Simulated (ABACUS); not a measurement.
Crystal: Ti.

```xyz
1
Lattice="-1.6410 1.6410 1.6410 1.6410 -1.6410 1.6410 1.6410 1.6410 -1.6410" Properties=species:S:1:pos:R:3 pbc="T T T"
Ti    0.0000    0.0000    0.0000
```

This isn't the form of Ti at room conditions, which is hcp.

Base run:

- Program: ABACUS 3.10.1
- Functional: LDA
- Potentials or basis: GBRV ultrasoft 1.5 LDA
- Cutoff: 544 eV
- Density cutoff: 4354 eV
- Basis: plane waves
- k mesh: 9 × 9 × 9
- Occupations: fermi-dirac, width 0.05 eV
- Spin: no spin polarisation

Its results: band gap on the k mesh none (metal or under the smearing width); pressure -10.8 GPa.

**Question.** The run is repeated on the same cell with these changes: functional from LDA to B86bPBE; potentials or basis from GBRV ultrasoft 1.5 LDA to SSSP 1.3 efficiency PBE; cutoff from 544 eV to 748 eV; density cutoff from 4354 eV to 5987 eV. What comes out?

**Answer.** Band gap on the k mesh none (metal or under the smearing width); pressure -1.9 GPa.

Caveats: the potentials were made for another functional, which shifts forces and pressure (some runs).
